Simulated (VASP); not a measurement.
**Na16H (a cell with a defect): single point with PBE**

Na16H (a cell with a defect):

```
CELL_PARAMETERS angstrom
8.46000 0.00000 0.00000
0.00000 8.46000 0.00000
0.00000 0.00000 8.46000
ATOMIC_POSITIONS crystal
Na 0.98759 0.00766 0.99960
Na 0.51227 0.00766 0.99960
Na 0.01233 0.48771 0.99959
Na 0.98235 0.99362 0.49940
Na 0.24996 0.24243 0.26179
Na 0.48756 0.48771 0.99959
Na 0.51751 0.99363 0.49939
Na 0.74993 0.25666 0.26689
Na 0.01181 0.51910 0.49916
Na 0.24996 0.76281 0.23754
Na 0.24996 0.24239 0.73699
Na 0.48803 0.51912 0.49916
Na 0.74991 0.73094 0.23752
Na 0.74994 0.25685 0.73191
Na 0.24996 0.76277 0.76137
Na 0.74991 0.73110 0.76101
H 0.74993 0.12540 0.49932
```

The cell was built by a generator and needn't be a form met in nature.

| Property | Result |
| --- | --- |
| Program | VASP 6.6.1 |
| Task | single point |
| Functional | PBE |
| Potentials or basis | VASP PAW PBE potentials, release 64 (Na_pv, H) |
| Cutoff | 520 eV |
| k mesh | 2 × 2 × 2 |
| Occupations | gaussian, width 0.15 eV |
| Spin | no spin polarisation |

- Pressure: -0.1 GPa
- Largest force: 0.004 eV/Å
- Band gap on the k mesh: none (metal or under the smearing width)

Forces on the atoms (eV/Å):
```
Na   0.002 -0.003 -0.001
Na  -0.002 -0.003 -0.001
Na   0.001 -0.001 -0.001
Na  -0.001  0.002 -0.001
Na   0.000  0.003 -0.001
Na  -0.001 -0.001 -0.001
Na   0.001  0.002 -0.001
Na   0.000 -0.001 -0.002
Na  -0.001 -0.002  0.001
Na   0.000  0.000 -0.002
Na   0.000  0.004  0.002
Na   0.001 -0.002  0.001
Na   0.000  0.003  0.001
Na   0.000 -0.003  0.000
Na   0.000  0.000  0.001
Na   0.000  0.001  0.000
H    0.000 -0.001  0.002
```

Levels at points of the mesh, in eV from the Fermi level:
```csv
k point,band 52,band 53,band 54,band 55,band 56,band 57,band 58,band 59,band 60,band 61
"(0.00, 0.00, 0.00)",-1.00,-0.99,-0.99,-0.96,-0.17,0.85,0.87,0.88,0.88,0.88
"(0.50, 0.00, 0.00)",-0.48,-0.48,-0.47,-0.46,-0.46,-0.45,-0.44,0.52,1.35,1.36
"(0.00, 0.50, 0.00)",-0.48,-0.47,-0.47,-0.47,-0.46,-0.46,-0.44,0.50,1.34,1.35
"(0.00, 0.00, 0.50)",-0.48,-0.48,-0.47,-0.46,-0.46,-0.46,-0.44,0.52,1.35,1.36
"(0.50, 0.50, 0.00)",-2.03,-1.21,0.03,0.03,0.04,0.04,0.05,0.06,0.06,1.12
"(0.00, 0.50, 0.50)",-2.03,-1.21,0.03,0.03,0.04,0.04,0.05,0.06,0.06,1.12
"(0.50, 0.00, 0.50)",-2.04,-1.24,0.04,0.04,0.05,0.05,0.05,0.05,0.05,1.03
"(0.50, 0.50, 0.50)",-1.53,-1.51,-1.50,-1.49,-1.49,0.15,2.27,2.28,2.30,2.31
```

Wall time 7.4 min on 1 thread of Intel(R) Xeon(R) Platinum 8488C (Sapphire Rapids), with other jobs on the host, peak memory 0.62 GiB.

Caveat: the k mesh is coarse (spacing up to 0.37 Å⁻¹), so the values aren't converged.
